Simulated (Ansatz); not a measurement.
**CdS: response to strain**

Aim: deform CdS (equal xx and yy strain of +1 %) and compute stress, forces and field gradients with LAPW, PAW and all-electron datasets made for the crystal.

Program: Ansatz 0.2.0. Level of theory: DFT PBE, scalar-relativistic. These are calculated values, not measurements.

### Step 1. The starting structure

It takes space group P6_3mc (No. 186, hexagonal). Conventional cell: a = 4.135 Å, b = 4.135 Å, c = 6.749 Å, α = 90.00°, β = 90.00°, γ = 120.00°. Cd (site symmetry 3m) is surrounded by 4 S at 2.51 to 2.60 Å. S (site symmetry 3m) is surrounded by 4 Cd at 2.51 to 2.60 Å.

As a file:

```xyz
4
Lattice="4.1348 0.0000 0.0000 -2.0674 3.5808 0.0000 0.0000 0.0000 6.7490" Properties=species:S:1:pos:R:3 pbc="T T T"
Cd    0.0000    2.3872    0.0000
Cd    2.0674    1.1936    3.3745
S     0.0000    2.3872    2.5984
S     2.0674    1.1936    5.9729
```

Atoms are numbered in the order of the input: Cd1, Cd2, S3, S4.

### Step 2. After the deformation

Space group P6_3mc before, P6_3mc after.

### Step 3. Full-potential LAPW

File input.yaml:

```yaml
crystal:
  lattice:
    - [4.1761471954, 0.0, 0.0]
    - [-2.0880735977, 3.6166495612, 0.0]
    - [0.0, 0.0, 6.749]
  atoms:
    - { symbol: Cd, position: [0.3333333333, 0.6666666667, 0.0] }
    - { symbol: Cd, position: [0.6666666667, 0.3333333333, 0.5] }
    - { symbol: S, position: [0.3333333333, 0.6666666667, 0.385] }
    - { symbol: S, position: [0.6666666667, 0.3333333333, 0.885] }
kpoints:
  mp_grid: { grid: [7, 7, 4] }
  band_path:
    path:
      - [0.0, 0.0, 0.0]
      - [0.5, 0.0, 0.0]
      - [0.3333333333, 0.3333333333, 0.0]
      - [0.0, 0.0, 0.0]
      - [0.0, 0.0, 0.5]
      - [0.5, 0.0, 0.5]
      - [0.3333333333, 0.3333333333, 0.5]
      - [0.0, 0.0, 0.5]
      - [0.5, 0.0, 0.5]
    npoints: 5
scf:
  occupations: { method: fermi_dirac, width: 0.01 }
hamiltonian:
  xc: pbe
  pseudopotentials: { kind: all_electron, lapw: { basis_error: 0.001 } }
output:
  forces: true
  stress: true
  eigenvalues: true
```

Launch:

```bash
> ansatz run input.yaml --threads 1 --pin off --max-ram 4096MiB --backend cpu --events-out ev --progress --plain --runs-dir out
```

### Step 4. PAW with frozen cores

File input.yaml:

```yaml
crystal:
  lattice:
    - [4.1761471954, 0.0, 0.0]
    - [-2.0880735977, 3.6166495612, 0.0]
    - [0.0, 0.0, 6.749]
  atoms:
    - { symbol: Cd, position: [0.3333333333, 0.6666666667, 0.0] }
    - { symbol: Cd, position: [0.6666666667, 0.3333333333, 0.5] }
    - { symbol: S, position: [0.3333333333, 0.6666666667, 0.385] }
    - { symbol: S, position: [0.6666666667, 0.3333333333, 0.885] }
kpoints:
  mp_grid: { grid: [7, 7, 4] }
scf:
  occupations: { method: fermi_dirac, width: 0.01 }
hamiltonian:
  xc: pbe
  pseudopotentials: { kind: paw }
output:
  forces: true
  stress: true
  eigenvalues: true
  efg: { contact_densities: true }
```

### Step 5. Datasets made for this crystal

input.yaml, as its differences from that of step 4:

```diff
@@ -16,3 +16,3 @@
   xc: pbe
-  pseudopotentials: { kind: paw }
+  pseudopotentials: { kind: all_electron, datasets: crystal }
 output:
```

(Steps that only read results are left out.)

Before running it: what results should come out? Wanted: pressure; largest shear or deviatoric stress.

**Answer**, as computed:

| quantity | value |
| --- | --- |
| pressure | LAPW 1.27, PAW 1.24, crystal datasets 1.26 GPa |
| largest shear or deviatoric stress (LAPW) | 0.73 GPa |

The largest part of the stress beyond the pressure is 0.73 GPa in size, in the zz component; the atoms are carried along and not relaxed. No run of the undeformed cell stands beside it, so the pressure holds what the given cell had before the change. PAW: stress within 0.03 GPa of LAPW, forces within 1 meV/Å. Crystal datasets: stress within 0.01 GPa of LAPW, forces within 1 meV/Å.
